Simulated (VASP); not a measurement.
Wanted: the native input for a VASP 6.6.1 run.

```
Task                   : single point
Functional             : LDA
Potentials or basis    : VASP PAW LDA potentials, release 64 (Al, Fe)
Cutoff                 : 520 eV
k mesh                 : 5 × 5 × 5
Occupations            : methfessel-paxton, width 0.1 eV
Spin                   : non-collinear spin, typed start, spin-orbit coupling
Starting moments       : [[0.0, 0.0, 0.0], [2.475, 2.475, 0.0]] μB
Dipole correction      : no
Further INCAR settings : ALGO = Fast; EDIFF = 1e-07; NBANDS = 23
```

The structure of AlFe lies in POSCAR:

```
AlFe
1.0
    2.9100000000      0.0000000000      0.0000000000
    0.0000000000      2.9100000000      0.0000000000
    0.0000000000      0.0000000000      2.9100000000
Al Fe
1 1
Direct
    0.0000000000      0.0000000000      0.0000000000
    0.5000000000      0.5000000000      0.5000000000
```

The input as run:

INCAR

```
SYSTEM = AlFe
PREC = Accurate
ENCUT = 520
EDIFF = 1E-7
ISMEAR = 1
SIGMA = 0.1
LREAL = .False.
LASPH = .True.
NELM = 150
ALGO = Fast
ISIF = 2
LWAVE = .False.
LCHARG = .False.
MAGMOM = 0 0 0 2.475 2.475 0
LORBIT = 11
LSORBIT = .True.
GGA_COMPAT = .False.
LORBMOM = .True.
LMAXMIX = 4
NBANDS = 23
```

KPOINTS

```
regular mesh
0
Gamma
  5 5 5
  0 0 0
```

Potentials or basis: VASP PAW LDA potentials, release 64 (Al, Fe).

The run is started by

```sh
$ cat potpaw_LDA.64/Al/POTCAR potpaw_LDA.64/Fe/POTCAR > POTCAR
$ mpirun -np 1 vasp_ncl > vasp.out
```

It gave:

- Pressure: -15.2 GPa
- Net moment: 0.87 μB per cell
- Valence electrons inside the program's atomic spheres: Al 0.83; Fe 7.37

Caveat: the k mesh is coarse (spacing up to 0.43 Å⁻¹), so the values aren't converged; so large a pressure means that the cell lies far from this level's equilibrium, or that cutoff or potentials fall short.

Wall time 30 s on 1 thread of Intel(R) Xeon(R) Platinum 8488C (Sapphire Rapids), on a shared host, peak memory 0.18 GiB.
